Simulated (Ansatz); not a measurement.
# W (Pbcm) in Ansatz: convergence with smearing width

Aim: find how far smearing width must go before the results for W settle, at r2SCAN. This setting moves, with any that are tied to it; all else stays.

All numbers are computed with Ansatz 0.2.0; they aren't measurements. Logs are shortened: lines on timing, memory, paths and dates and some standing lists are left out, and cuts for length are marked.

## (1) The structure

Symmetry: Pbcm, No. 57, orthorhombic system. The conventional cell has a = 2.810 Å, b = 4.864 Å, c = 4.924 Å, α = 90.00°, β = 90.00°, γ = 90.00°. W (site symmetry m) has 12 W at 2.70 to 3.06 Å as nearest neighbours.

This isn't the form of W at room conditions, which is bcc.

## (2) With smearing width 0.3 eV

Input file input.yaml:

```yaml
crystal:
  lattice:
    - [2.809662, 0.0, 0.0]
    - [0.0, 4.86387, 0.0]
    - [0.0, 0.0, 4.923695]
  atoms:
    - { symbol: W, position: [0.793172, 0.936843, 0.75] }
    - { symbol: W, position: [0.206828, 0.436843, 0.75] }
    - { symbol: W, position: [0.206828, 0.063157, 0.25] }
    - { symbol: W, position: [0.793172, 0.563157, 0.25] }
hamiltonian:
  xc: r2scan
  pseudopotentials: { kind: paw_fr }
magnetization:
  noncollinear: true
  spin_orbit: true
kpoints:
  mp_grid: { grid: [8, 5, 5] }
scf:
  occupations: { method: gaussian, width: 0.3 }
output:
  forces: true
  stress: true
  eigenvalues: true
```

Potentials or basis: Ansatz PAW.

Run with:

```sh
ansatz run input.yaml --threads 2 --pin off --max-ram 5632MiB --backend cpu --events-out ev --progress --plain --runs-dir out
```

The log of the run:

```text
Warning: RAYON_NUM_THREADS=2 ignored (pool sized by the plan → 2); use --threads N
Engine: ansatz 0.2.0, x86_64-unknown-linux-gnu
Pseudopotentials: kind: paw_fr
Pseudopotential: W, paw_fr, valence charge 14, recommended cutoff 500 eV (meta_gga), W.paw.azcp#standard-fr
Functional definition: r2SCAN
  parameter k0 = 0.174
  parameter k1 = 0.065
  parameter a1 = 4.9479
  exchange = r2scan_x(k0 = k0, k1 = k1, a1 = a1)
  correlation = r2scan_c
non-collinear run that drives no moment, with spin-orbit: no starting moment large enough to seed its density (crystal.atoms[].spin), no starting occupations that ask for one, no magnetisation constraint and no magnetic field, so the semilocal B_xc is pinned to zero
Crystal: 4 atoms, lattice volume = 67.286 Å³
Basis set: ecut = 500 eV, 1711 PW (Γ), exchange–correlation on 96×144×144 points (64 copies of the dense FFT grid, shifted against one another)
Bands: 68, of which v1, the nominal top of the filled ones, is band 56 counted from 1 (55 counted from 0)
Symmetry: 8 space group operations + 8 with time reversal
Magnetic group: BNS 57.378 (UNI 476), of the structure as read, at distance tolerance 4.1e-5 Å
k-points: 45 of 200
Projection manifold: j_resolved (fully-relativistic pseudo-atomic orbitals)
Non-local potential: W, projectors of the file, l = 0: 3, l = 1: 4, l = 2: 4, l = 3: 2
PAW form: soft (Blöchl's): semilocal exchange-correlation on the pseudo side does not see the compensation charge
PAW frozen core: W, regenerated for the run's functional (the file was generated under x = pbe(κ = 0.804, μ = 0.2195149727645171), c = pbe(β = 0.06672455060314922))
PAW one-centre angular grid: W, 590 points (default); XC on 160 Gauss nodes
Initial density: superposition of atomic densities (chi_scale 0.1, normalization cell)
Initial wavefunctions: pseudopotential atomic-orbital guess
Functional: x = r2scan, c = r2scan; τ floored in thin density (d = 2e-4 eV/Å³)
iter 1 solved again at ethr=3.04e-3 eV; its pass at ethr=3.10e-3 eV (dr2=1.70e0 eV) is discarded
SCF iter   1: F=—  HF=-41490.383277 eV  |F-HF|=—  |Δ(HF+E_count)|=         —  Δρ=5.49e-2  dr2=1.71e0  dr2_τ=1.87e-2  dr2_m=0.00e0 (ungated)  ethr=3.04e-3  |M|=0.00e0 ∫|m|=0.00e0 μB  |m|>n=0.0e0 m-floor=0.0e0 τ_xc=0.0e0  β_m=0.30  ⟨swp⟩=1.0  Hψ=8716  notcnv=0
preconditioner: auto → Kerker (q_TF=auto, 2.646 Å⁻¹)  [metal: Δε(μ)=0.031 eV  Ē_g=5.086 eV  σ=0.300 eV  W_gap=0.06  n_scr=22 (ndim 8)  ℏωp=22.2 eV  f_vac=0.000  D(μ)=2.87/eV (n_scr^D=22)]
spin=Noncollinear: Kerker preconditioning applied to the charge; magnetization (m_x, m_y, m_z) channels mix plain (no charge-response kernel on spin).
SCF iter   2: F=—  HF=-41490.374637 eV  |F-HF|=—  |Δ(HF+E_count)|=   8.64e-3  Δρ=4.26e-2  dr2=9.86e-1  dr2_τ=9.88e-3  dr2_m=0.00e0 (ungated)  ethr=3.04e-3  |M|=0.00e0 ∫|m|=0.00e0 μB  |m|>n=0.0e0 m-floor=0.0e0 τ_xc=0.0e0  β_m=0.65  ⟨swp⟩=1.0  Hψ=1530  notcnv=0
SCF iter   3: F=—  HF=-41490.297954 eV  |F-HF|=—  |Δ(HF+E_count)|=   7.67e-2  Δρ=4.35e-3  dr2=8.50e-3  dr2_τ=7.37e-4  dr2_m=0.00e0 (ungated)  ethr=1.76e-3  |M|=0.00e0 ∫|m|=0.00e0 μB  |m|>n=0.0e0 m-floor=0.0e0 τ_xc=0.0e0  β_m=0.78  ⟨swp⟩=2.1  Hψ=2696  notcnv=0
SCF iter   4: F=—  HF=-41490.299410 eV  |F-HF|=—  |Δ(HF+E_count)|=   1.46e-3  Δρ=9.97e-4  dr2=5.38e-4  dr2_τ=2.56e-5  dr2_m=0.00e0 (ungated)  ethr=1.52e-5  |M|=0.00e0 ∫|m|=0.00e0 μB  |m|>n=0.0e0 m-floor=0.0e0 τ_xc=0.0e0  β_m=0.89  ⟨swp⟩=2.4  Hψ=2863  notcnv=0
SCF iter   5: F=—  HF=-41490.299849 eV  |F-HF|=—  |Δ(HF+E_count)|=   4.39e-4  Δρ=2.04e-4  dr2=2.46e-5  dr2_τ=3.39e-7  dr2_m=0.00e0 (ungated)  ethr=9.61e-7  |M|=0.00e0 ∫|m|=0.00e0 μB  |m|>n=0.0e0 m-floor=0.0e0 τ_xc=0.0e0  β_m=0.94  ⟨swp⟩=2.1  Hψ=2407  notcnv=0
SCF iter   6: F=—  HF=-41490.299858 eV  |F-HF|=—  |Δ(HF+E_count)|=   8.71e-6  Δρ=3.60e-5  dr2=4.57e-7  dr2_τ=1.59e-8  dr2_m=0.00e0 (ungated)  ethr=4.39e-8  |M|=0.00e0 ∫|m|=0.00e0 μB  |m|>n=0.0e0 m-floor=0.0e0 τ_xc=0.0e0  β_m=0.97  ⟨swp⟩=2.3  Hψ=2566  notcnv=0
SCF iter   7: F=-41490.299858 eV  HF=-41490.299858 eV  |F-HF|=2.16e-8  |Δ(HF+E_count)|=   5.42e-7  Δρ=7.55e-6  dr2=2.46e-8  dr2_τ=6.10e-10  dr2_m=0.00e0 (ungated)  ethr=1.79e-10  |M|=0.00e0 ∫|m|=0.00e0 μB  |m|>n=0.0e0 m-floor=0.0e0 τ_xc=0.0e0  ⟨swp⟩=8.4  Hψ=6286  notcnv=0
SCF 1 converged in 7 iterations: F = -41490.299858 eV  dr2 = 2.46e-8
SCF converged after 7 iterations
Magnetization: |M| = 0.0000 μB,  M = (+0.0000, +0.0000, +0.0000) μB
Absolute magnetization: 0.0000 μB (∫|m|)
  site 0: m = (+0.0000, +0.0000, +0.0000) μB, |m| = 0.0000 μB  (R = 1.11 Å)
  site 1: m = (+0.0000, +0.0000, +0.0000) μB, |m| = 0.0000 μB  (R = 1.11 Å)
  site 2: m = (+0.0000, +0.0000, +0.0000) μB, |m| = 0.0000 μB  (R = 1.11 Å)
  site 3: m = (+0.0000, +0.0000, +0.0000) μB, |m| = 0.0000 μB  (R = 1.11 Å)
Free energy (F): -41490.299858 eV
Harris-Foulkes:  -41490.299858 eV  (|F-HF|=2.16e-8)
Internal energy: -41490.167829 eV  (E = F + TS)
E sigma→0 (E₀):  -41490.233844 eV
Entropy (-TS):   -0.132029 eV (-33.007 meV/atom)
Fermi energy:    20.720282 eV
--- Per-component energies (eV) ---
  E_band       = -469.977858
  E_kinetic    = 1795.951542
  E_local      = -2598.579787  (includes V_loc(G=0)·N_el)
  E_nonlocal   = -12.700231
  E_hartree    = 926.912179
  E_xc         = -991.841329
  E_vxc        = -1034.767184  (∫ρ·V_xc dr)
  E_paw        = -34259.842173  (= ΣΔE_a)
  E_vpaw       = -527.285600  (= ΣTr[D̂ρ^β])
  E_aug_tail   = -0.000197  (compensation charges beyond the density's cutoff)
  E_vtau       = 53.580383  (kinetic-family band-sum trace: ∫τ·v_τ [+ j·A + Jᵃ·Aᵃ] dr)
  E_ewald      = -6347.627874
  E_core_change = -2.439959  (= ΣΔE_core)
  E_smearing   = -0.132029  (= −TS)
  E_closure    = -0.000000  (closes the sum)
  Σ components = -41490.299858   (vs F -41490.299858, Δ=0.00e0)
--- Forces (eV/Å), atoms counted from 1 ---
  atom   1  W     -0.07151638     0.11494427     0.00000000
  atom   2  W      0.07151638     0.11494427     0.00000000
  atom   3  W      0.07151638    -0.11494427     0.00000000
  atom   4  W     -0.07151638    -0.11494427     0.00000000
  max |Σ_I F_I| component: 2.78e-17 eV/Å
--- Stress (GPa, compression-positive) ---
       -6.857421       0.000000       0.000000
        0.000000      -6.493758       0.000000
        0.000000       0.000000      -5.588982
  P = ⅓ Tr σ = -6.3134 GPa (-63.134 kbar)
--- Band table (eV; the first three rows and the last of 45) ---
  k-point 0: bands = ["-54.8180", "-54.8180", "-54.7315", "-54.7315", "-54.6948", "-54.6948", "-54.6407", "-54.6407", "-25.6043", "-25.6043", "-25.4842", "-25.4842", "-25.4143", "-25.4143", "-25.1541", "-25.1541", "-16.2729", "-16.2729", "-16.1886", "-16.1886", "-16.0903", "-16.0903", "-15.7554", "-15.7554", "-15.3435", "-15.3435", "-15.2343", "-15.2343", "-15.1918", "-15.1918", "-15.0926", "-15.0926", "11.2580", "11.2580", "14.6765", "14.6765", "15.3018", "15.3018", "15.7456", "15.7456", "15.7472", "15.7472", "18.7413", "18.7413", "19.8141", "19.8141", "19.9177", "19.9177", "20.0293", "20.0293", "20.1723", "20.1723", "20.2484", "20.2484", "20.3363", "20.3363", "20.6270", "20.6270", "20.7749", "20.7749", "21.4499", "21.4499", "22.4821", "22.4821", "23.5291", "23.5291", "24.3521", "24.3521"]
  k-point 1: bands = ["-54.8098", "-54.8098", "-54.7398", "-54.7398", "-54.6897", "-54.6897", "-54.6459", "-54.6459", "-25.5929", "-25.5929", "-25.4958", "-25.4958", "-25.3889", "-25.3889", "-25.1785", "-25.1785", "-16.2689", "-16.2689", "-16.2043", "-16.2043", "-16.0110", "-16.0110", "-15.7149", "-15.7149", "-15.3826", "-15.3826", "-15.3218", "-15.3218", "-15.1778", "-15.1778", "-15.1010", "-15.1010", "11.6494", "11.6494", "14.5209", "14.5209", "14.9997", "14.9997", "15.8159", "15.8159", "16.4996", "16.4996", "18.2739", "18.2739", "18.6088", "18.6088", "19.4772", "19.4772", "19.8569", "19.8569", "20.0038", "20.0038", "20.0864", "20.0864", "20.5811", "20.5811", "21.0108", "21.0108", "21.3039", "21.3039", "21.9037", "21.9037", "22.8459", "22.8459", "23.7866", "23.7866", "24.4382", "24.4382"]
  k-point 2: bands = ["-54.7882", "-54.7882", "-54.7615", "-54.7615", "-54.6762", "-54.6762", "-54.6594", "-54.6594", "-25.5631", "-25.5631", "-25.5259", "-25.5259", "-25.3231", "-25.3231", "-25.2427", "-25.2427", "-16.2555", "-16.2555", "-16.2307", "-16.2307", "-15.8100", "-15.8100", "-15.6192", "-15.6192", "-15.5354", "-15.5354", "-15.4780", "-15.4780", "-15.1512", "-15.1512", "-15.1229", "-15.1229", "12.6782", "12.6782", "13.8527", "13.8527", "15.1625", "15.1625", "15.7050", "15.7050", "17.1230", "17.1230", "17.2501", "17.2501", "18.3803", "18.3803", "18.5511", "18.5511", "19.7738", "19.7738", "19.8544", "19.8544", "20.4520", "20.4520", "20.6416", "20.6416", "20.9735", "20.9735", "21.9135", "21.9135", "22.0692", "22.0692", "23.4197", "23.4197", "23.6858", "23.6858", "24.3100", "24.3100"]
  k-point 44: bands = ["-54.6879", "-54.6879", "-54.6751", "-54.6751", "-54.6702", "-54.6702", "-54.6602", "-54.6602", "-25.5610", "-25.5610", "-25.5406", "-25.5406", "-25.5343", "-25.5343", "-25.5053", "-25.5053", "-16.2699", "-16.2699", "-16.2316", "-16.2316", "-16.1916", "-16.1916", "-16.1563", "-16.1563", "-15.6298", "-15.6298", "-15.5774", "-15.5774", "-15.5274", "-15.5274", "-15.4644", "-15.4644", "15.0570", "15.0570", "15.1105", "15.1105", "15.3730", "15.3730", "15.4737", "15.4737", "17.0560", "17.0560", "17.1454", "17.1454", "17.3491", "17.3491", "17.5600", "17.5600", "20.1988", "20.1988", "20.8310", "20.8310", "21.3533", "21.3533", "21.5451", "21.5451", "22.0803", "22.0803", "22.6412", "22.6412", "23.2047", "23.2047", "23.6277", "23.6277", "25.0884", "25.0884", "25.5779", "25.5779"]
```

Run time: 22 s. Hardware: 2 threads of Intel Xeon Platinum 8488C (Sapphire Rapids), shared host; peak memory 0.91 GiB.

What came out:

```
Free energy            : -41490.2999 eV
Pressure               : -6.3 GPa
Largest force          : 0.135 eV/Å
Band gap on the k mesh : none (metal or under the smearing width)
```

## (3) With smearing width 0.2 eV

input.yaml: that of step 2 with these lines changed.

```diff
@@ -19,3 +19,3 @@
 scf:
-  occupations: { method: gaussian, width: 0.3 }
+  occupations: { method: gaussian, width: 0.2 }
 output:
```

Potentials or basis: Ansatz PAW.

Run with:

```sh
ansatz run input.yaml --threads 2 --pin off --max-ram 5632MiB --backend cpu --events-out ev --progress --plain --runs-dir out
```

Wall time 23 s (2 threads of Intel Xeon Platinum 8488C (Sapphire Rapids), shared host); peak memory 0.91 GiB.

Results:

* Free energy: -41490.2627 eV
* Pressure: -6.3 GPa
* Largest force: 0.123 eV/Å
* Band gap on the k mesh: none (metal or under the smearing width)

## (4) With smearing width 0.15 eV

input.yaml: that of step 3 with these lines changed.

```diff
@@ -19,3 +19,3 @@
 scf:
-  occupations: { method: gaussian, width: 0.2 }
+  occupations: { method: gaussian, width: 0.15 }
 output:
```

Run with:

```sh
ansatz run input.yaml --threads 2 --pin off --max-ram 5632MiB --backend cpu --events-out ev --progress --plain --runs-dir out
```

Wall time 22 s (2 threads of Intel Xeon Platinum 8488C (Sapphire Rapids), shared host); peak memory 0.91 GiB.

Results:

| Item | Value |
| --- | --- |
| Free energy | -41490.2489 eV |
| Pressure | -6.3 GPa |
| Largest force | 0.119 eV/Å |
| Band gap on the k mesh | none (metal or under the smearing width) |

## (5) With smearing width 0.1 eV

input.yaml: that of step 4 with these lines changed.

```diff
@@ -19,3 +19,3 @@
 scf:
-  occupations: { method: gaussian, width: 0.15 }
+  occupations: { method: gaussian, width: 0.1 }
 output:
```

Run with:

```sh
ansatz run input.yaml --threads 2 --pin off --max-ram 5632MiB --backend cpu --events-out ev --progress --plain --runs-dir out
```

Wall time 21 s (2 threads of Intel Xeon Platinum 8488C (Sapphire Rapids), shared host); peak memory 0.91 GiB.

What came out:

| Item | Value |
| --- | --- |
| Free energy | -41490.2386 eV |
| Pressure | -6.4 GPa |
| Largest force | 0.115 eV/Å |
| Band gap on the k mesh | none (metal or under the smearing width) |

## (6) With smearing width 0.05 eV

input.yaml: that of step 5 with these lines changed.

```diff
@@ -19,3 +19,3 @@
 scf:
-  occupations: { method: gaussian, width: 0.1 }
+  occupations: { method: gaussian, width: 0.05 }
 output:
```

Potentials or basis: Ansatz PAW.

Run with:

```sh
ansatz run input.yaml --threads 2 --pin off --max-ram 5632MiB --backend cpu --events-out ev --progress --plain --runs-dir out
```

It took 22 s on 2 threads of Intel Xeon Platinum 8488C (Sapphire Rapids), shared host; peak memory 0.91 GiB.

Results (log left out):

```yaml
Free_energy: -41490.2326 eV
Pressure: -6.4 GPa
Largest_force: 0.119 eV/Å
Band_gap_on_the_k_mesh: none (metal or under the smearing width)
```

## (7) With smearing width 0.025 eV

input.yaml: that of step 6 with these lines changed.

```diff
@@ -19,3 +19,3 @@
 scf:
-  occupations: { method: gaussian, width: 0.05 }
+  occupations: { method: gaussian, width: 0.025 }
 output:
```

Run with:

```sh
ansatz run input.yaml --threads 2 --pin off --max-ram 5632MiB --backend cpu --events-out ev --progress --plain --runs-dir out
```

Run time: 21 s. Hardware: 2 threads of Intel Xeon Platinum 8488C (Sapphire Rapids), shared host; peak memory 0.88 GiB.

It converged, with:

| Quantity | Value |
| --- | --- |
| Free energy | -41490.2309 eV |
| Pressure | -6.3 GPa |
| Largest force | 0.129 eV/Å |
| Band gap on the k mesh | none (metal or under the smearing width) |

## (8) With smearing width 0.01 eV

input.yaml: that of step 7 with these lines changed.

```diff
@@ -19,3 +19,3 @@
 scf:
-  occupations: { method: gaussian, width: 0.025 }
+  occupations: { method: gaussian, width: 0.01 }
 output:
```

Run with:

```sh
ansatz run input.yaml --threads 2 --pin off --max-ram 5632MiB --backend cpu --events-out ev --progress --plain --runs-dir out
```

Run time: 21 s. Hardware: 2 threads of Intel Xeon Platinum 8488C (Sapphire Rapids), shared host; peak memory 0.91 GiB.

Results (log left out):

| Quantity | Value |
| --- | --- |
| Free energy | -41490.2304 eV |
| Pressure | -6.2 GPa |
| Largest force | 0.139 eV/Å |
| Band gap on the k mesh | none (metal or under the smearing width) |

## (9) With smearing width 0.005 eV

input.yaml: that of step 8 with these lines changed.

```diff
@@ -19,3 +19,3 @@
 scf:
-  occupations: { method: gaussian, width: 0.01 }
+  occupations: { method: gaussian, width: 0.005 }
 output:
```

Potentials or basis: Ansatz PAW.

Run with:

```sh
ansatz run input.yaml --threads 2 --pin off --max-ram 5632MiB --backend cpu --events-out ev --progress --plain --runs-dir out
```

Wall time 22 s (2 threads of Intel Xeon Platinum 8488C (Sapphire Rapids), shared host); peak memory 0.91 GiB.

The run converged. Its results:

- Free energy: -41490.2303 eV
- Pressure: -6.2 GPa
- Largest force: 0.143 eV/Å
- Band gap on the k mesh: none (metal or under the smearing width)

## (10) Result

```tsv
smearing width	energy less the tightest run, at zero smearing (meV/atom)	pressure (GPa)	largest force (eV/Å)	SCF cycles	CPU time (s)	peak memory (GiB)
0.3 eV	-0.89	-6.31	0.135	7	43	0.91
0.2 eV	-0.43	-6.32	0.123	7	45	0.91
0.15 eV	-0.11	-6.34	0.119	7	43	0.91
0.1 eV	-0.01	-6.36	0.115	7	42	0.91
0.05 eV	-0.06	-6.37	0.119	7	44	0.91
0.025 eV	-0.01	-6.32	0.129	7	42	0.88
0.01 eV	0.00	-6.25	0.139	7	42	0.91
0.005 eV	0.00	-6.23	0.143	7	42	0.91
```

Against the tightest run, the energy stays within 1 meV/atom from 0.3 eV on; the pressure stays within 0.1 GPa from 0.025 eV on; the largest force stays within 0.005 eV/Å from 0.01 eV on. Narrower smearing needs a denser k mesh, so at a fixed mesh the narrowest width isn't the most accurate. The tightest run that finished is the yardstick and may itself not be fully converged.

Caveats: the PAW data sets come from PBE, with cores solved anew for the run's functional, which leaves a small shift of forces and pressure.
